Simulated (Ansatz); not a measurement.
**CaSe: equation of state**

How stiff is CaSe, and at what volume does the pressure vanish? The cell is scaled evenly, atoms carried along, and solved with LAPW, PAW and all-electron datasets made for the crystal.

The COD entry's cell or inner coordinates are ideal or old and differ from later refinements, so a difference from it is no clean test against experiment.

Program: Ansatz 0.2.0. Level of theory: DFT PBE, scalar-relativistic. These are calculated values, not measurements.

**1. The structure to begin with**

The structure is cubic, space group Fm-3m (No. 225). The conventional cell has a = 5.912 Å, b = 5.912 Å, c = 5.912 Å, α = 90.00°, β = 90.00°, γ = 90.00°. Ca (site symmetry m-3m) has 6 Se at 2.96 Å as nearest neighbours. Se (site symmetry m-3m) is surrounded by 6 Ca at 2.96 Å.

Structure file:

```
Ca Se
1.0
     0.00000    2.95600    2.95600
     2.95600    0.00000    2.95600
     2.95600    2.95600    0.00000
Ca Se
1 1
Direct
  0.00000 0.00000 0.00000
  0.50000 0.50000 0.50000
```

The cell is a deposited one (Crystallography Open Database entry 1010880); the temperature and pressure of the measurement aren't taken into account, and nothing was relaxed.

Atoms are numbered in the order of the input: Ca1, Se2.

**2. Volume × 0.95, LAPW**

input.yaml

```yaml
crystal:
  lattice:
    - [0.0, 2.9058886243, 2.9058886243]
    - [2.9058886243, 0.0, 2.9058886243]
    - [2.9058886243, 2.9058886243, 0.0]
  atoms:
    - { symbol: Ca, position: [0.0, 0.0, 0.0] }
    - { symbol: Se, position: [0.5, 0.5, 0.5] }
kpoints:
  mp_grid: { grid: [7, 7, 7] }
scf:
  occupations: { method: fermi_dirac, width: 0.02 }
hamiltonian:
  xc: pbe
  pseudopotentials: { kind: all_electron, lapw: { basis_error: 0.00025 } }
output:
  forces: true
  stress: true
  eigenvalues: true
```

Run with:

```sh
> ansatz run input.yaml --threads 1 --pin off --max-ram 2048MiB --backend cpu --events-out ev --progress --plain --runs-dir out
```

**3. Volume × 0.95, PAW**

Edit input.yaml of step 2 so:

```diff
@@ -14,3 +14,3 @@
   xc: pbe
-  pseudopotentials: { kind: all_electron, lapw: { basis_error: 0.00025 } }
+  pseudopotentials: { kind: paw }
 output:
@@ -19 +19,2 @@
   eigenvalues: true
+  efg: { contact_densities: true }
```

**4. Volume × 0.95, crystal datasets**

Edit input.yaml of step 3 so:

```diff
@@ -14,3 +14,3 @@
   xc: pbe
-  pseudopotentials: { kind: paw }
+  pseudopotentials: { kind: all_electron, datasets: crystal }
 output:
```

**5. Volume × 0.975, LAPW**

input.yaml

```yaml
crystal:
  lattice:
    - [0.0, 2.9311584894, 2.9311584894]
    - [2.9311584894, 0.0, 2.9311584894]
    - [2.9311584894, 2.9311584894, 0.0]
  atoms:
    - { symbol: Ca, position: [0.0, 0.0, 0.0] }
    - { symbol: Se, position: [0.5, 0.5, 0.5] }
kpoints:
  mp_grid: { grid: [7, 7, 7] }
scf:
  occupations: { method: fermi_dirac, width: 0.02 }
hamiltonian:
  xc: pbe
  pseudopotentials: { kind: all_electron, lapw: { basis_error: 0.00025 } }
output:
  forces: true
  stress: true
  eigenvalues: true
```

**6. Volume × 0.975, PAW**

Edit input.yaml of step 5 so:

```diff
@@ -14,3 +14,3 @@
   xc: pbe
-  pseudopotentials: { kind: all_electron, lapw: { basis_error: 0.00025 } }
+  pseudopotentials: { kind: paw }
 output:
@@ -19 +19,2 @@
   eigenvalues: true
+  efg: { contact_densities: true }
```

**7. Volume × 1.025, LAPW**

input.yaml

```yaml
crystal:
  lattice:
    - [0.0, 2.98043086, 2.98043086]
    - [2.98043086, 0.0, 2.98043086]
    - [2.98043086, 2.98043086, 0.0]
  atoms:
    - { symbol: Ca, position: [0.0, 0.0, 0.0] }
    - { symbol: Se, position: [0.5, 0.5, 0.5] }
kpoints:
  mp_grid: { grid: [7, 7, 7] }
scf:
  occupations: { method: fermi_dirac, width: 0.02 }
hamiltonian:
  xc: pbe
  pseudopotentials: { kind: all_electron, lapw: { basis_error: 0.00025 } }
output:
  forces: true
  stress: true
  eigenvalues: true
```

**8. Volume × 1.025, PAW**

Edit input.yaml of step 7 so:

```diff
@@ -14,3 +14,3 @@
   xc: pbe
-  pseudopotentials: { kind: all_electron, lapw: { basis_error: 0.00025 } }
+  pseudopotentials: { kind: paw }
 output:
@@ -19 +19,2 @@
   eigenvalues: true
+  efg: { contact_densities: true }
```

**9. Volume × 1.05, LAPW**

input.yaml

```yaml
crystal:
  lattice:
    - [0.0, 3.0044676307, 3.0044676307]
    - [3.0044676307, 0.0, 3.0044676307]
    - [3.0044676307, 3.0044676307, 0.0]
  atoms:
    - { symbol: Ca, position: [0.0, 0.0, 0.0] }
    - { symbol: Se, position: [0.5, 0.5, 0.5] }
kpoints:
  mp_grid: { grid: [7, 7, 7] }
scf:
  occupations: { method: fermi_dirac, width: 0.02 }
hamiltonian:
  xc: pbe
  pseudopotentials: { kind: all_electron, lapw: { basis_error: 0.00025 } }
output:
  forces: true
  stress: true
  eigenvalues: true
```

**10. Volume × 1.05, PAW**

Edit input.yaml of step 9 so:

```diff
@@ -14,3 +14,3 @@
   xc: pbe
-  pseudopotentials: { kind: all_electron, lapw: { basis_error: 0.00025 } }
+  pseudopotentials: { kind: paw }
 output:
@@ -19 +19,6 @@
   eigenvalues: true
+  efg: { contact_densities: true }
+  write_density: true
+  write_potential: true
+  elf: true
+  volumetric_format: npy
```

**11. Volume × 1.05, crystal datasets**

Edit input.yaml of step 10 so:

```diff
@@ -14,3 +14,3 @@
   xc: pbe
-  pseudopotentials: { kind: paw }
+  pseudopotentials: { kind: all_electron, datasets: crystal }
 output:
@@ -20,5 +20 @@
   efg: { contact_densities: true }
-  write_density: true
-  write_potential: true
-  elf: true
-  volumetric_format: npy
```

(Steps that only read results are left out.)

Before running it: what results should come out? Wanted: equilibrium volume; bulk modulus (for each run or level that gives them).

As calculated:

| quantity | value |
| --- | --- |
| equilibrium volume (LAPW) | 26.437 Å³/atom |
| bulk modulus (LAPW) | 48 GPa |
| its pressure derivative (LAPW) | 4.1 |
| equilibrium volume (PAW) | 26.440 Å³/atom |
| bulk modulus (PAW) | 48 GPa |
| its pressure derivative (PAW) | 4.1 |

What this shows: By LAPW, the pressure vanishes at 26.44 Å³/atom (+2.4 % from the starting cell) and the bulk modulus there is 48 GPa (Birch-Murnaghan, third order). PAW's volume lies less than 0.01 % and its modulus less than 0.1 % from LAPW's. The gap goes from 1.96 eV at the smallest volume to 2.20 eV at the largest. No thermal or zero-point expansion is included.

The gaps are Kohn-Sham values of a semilocal functional, not quasiparticle or optical gaps. Such gaps usually fall short of the measured ones.
